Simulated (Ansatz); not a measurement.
# TiC/GaN/TiC: predicting the conductance of a thicker barrier

Set-up. Ansatz 0.2.0, plane waves with PAW datasets, PBE. Interfaces are relaxed in a short slab (with D3(BJ) where the barrier is layered), set between ideal electrode layers that go on as semi-infinite leads, and the zero-bias conductance G at 300 K comes from T(E) on a typed mesh. The error is the largest of the program's estimates from energy step, mesh, the leads' potential steps and neutrality; its separate bound for narrow resonances between the energies solved isn't counted and can be far larger. The lower electrode is TiC (rock salt 111), the upper TiC (rock salt 111) and the barrier GaN (wurtzite 0001), on a net of side 3.22 Å; d is the distance between the electrodes' last planes.

Runs in hand:

| planes in the barrier | d (Å) | G (S/m²) | error (%) | lead step (meV) |
| --- | --- | --- | --- | --- |
| 4 | 7.61 | 1.02e12 | 15 | 6 |
| 8 | 12.85 | 1.44e11 | 21 | 6 |
| 12 | 18.10 | 2.83e10 | 18 | 6 |

**Question.** A further run has 16 planes, d = 23.34 Å. Fit G ∝ exp(−βd) to the rows shown and predict its conductance.

Working: Take y = ln G: 27.65, 25.69 and 24.07. The means are d = 12.85 Å and y = 25.80; Σ(Δd Δy) = −18.80 and Σ(Δd)² = 55.02, so the slope is −0.342 Å⁻¹ (β = 0.342 Å⁻¹). At d = 23.34 Å, y = 25.80 − 0.342 × 10.49 = 22.22, or G = 4.47e9 S/m².

**The withheld run.** The run gave 7.41e9 S/m², with an error estimate of 16 % and a lead step of 6 meV. The prediction is 0.604 times that, too low by 40 %. That lies within the runs' own error estimates, carried through the fit.

**Limits.** The interfaces are ideal, one cell wide, strained to a common net and relaxed from one registry with their symmetry kept. PBE's gaps are too small, so true decay constants are likely larger where the Fermi level lies deep in a gap. No spin-orbit coupling, phonons, disorder or image charges enter. The rows shown are chosen by tests on error estimates (under 100 to 120 %), lead steps (under 150 meV, though the program warns over 25), intact interfaces and, for fits, a steady trend in the rows shown; the data set holds 414 series of this kind, and not all pass.
